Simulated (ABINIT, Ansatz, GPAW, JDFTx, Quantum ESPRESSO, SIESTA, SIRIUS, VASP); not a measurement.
# Sn: programs and potentials compared

```
Sn
1.0
    -2.94014    2.94014    1.59930
     2.94014   -2.94014    1.59930
     2.94014    2.94014   -1.59930
Sn
2
Direct
  0.00000 0.00000 0.00000
  0.75000 0.25000 0.50000
```

Alike in all runs: task single point; functional PBEsol; k mesh 9 × 9 × 9; occupations fermi-dirac, width 0.05 eV; no spin polarisation; no spin-orbit coupling. Pressure is positive in compression and, in plane waves, holds the error of the finite cutoff.

```csv
program and potentials,plane-wave cutoff (eV),notes,pressure (GPa)
"SIRIUS, PseudoDojo 0.4.1 PBEsol standard (scalar relativistic)",983,-,-1.35
"SIESTA, files PseudoDojo sr-pbesol-0.4.1-standard, DZP (energy shift 0.003 Ry; two zetas on semicore shells)",-,atomic basis,-0.58
"ABINIT, PseudoDojo NC SR PBEsol v0.4.1 standard",980,-,-1.35
"Ansatz, all-electron LAPW, scalar-relativistic",-,-,-1.44
"GPAW, PAW data sets generated for this functional",600,-,-1.70
"Quantum ESPRESSO, GBRV 1.5 PBEsol",925,-,?
"VASP, PBE PAW files Sn_d, 520 eV",520,potentials made for PBE,-1.52
"JDFTx, PseudoDojo-SR-PBEsol-0.4.1-standard with smoothed tails",980,-,-1.35
```

Task: Estimate from the other rows what the run with Quantum ESPRESSO, GBRV 1.5 PBEsol gave.

Result: Pressure -1.71 GPa. The other rows, which needn't bracket it: pressure -1.70 to -0.58.
